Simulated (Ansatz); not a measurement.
Crystal: Cr.

```
Cr
1.0
     2.71400    0.00000    0.00000
    -1.35700    2.35039    0.00000
     0.00000    0.00000    4.41000
Cr
2
Cartesian
  1.3570 0.7835 3.3075
  0.0000 1.5669 1.1025
```

This isn't the form of Cr at room conditions, which is bcc.

Base run:

```yaml
Program: Ansatz 0.2.0
Functional: PBEsol
Potentials_or_basis: all-electron LAPW, non-relativistic
Cutoff: 255 eV (chosen from the basis error)
Basis_error_allowed: 0.001 eV/atom
k_mesh: 11 × 11 × 6
Occupations: fermi-dirac, width 0.05 eV
Spin: collinear spin, ferromagnetic start
Starting_moments: "[3.0, 3.0] μB"
```

Its results: pressure -30.3 GPa; net moment 1.71 μB per cell; site moments Cr +0.82 μB.

Question: The run is repeated on the same cell with these changes: potentials or basis from all-electron LAPW, non-relativistic to all-electron LAPW, scalar-relativistic. What comes out?

Answer: Pressure -32.1 GPa; net moment 1.65 μB per cell; site moments Cr +0.79 μB.

Caveats: a pressure of tens of GPa on the cell as given is suspect, and the run, the potentials or the cell itself is likely at fault.
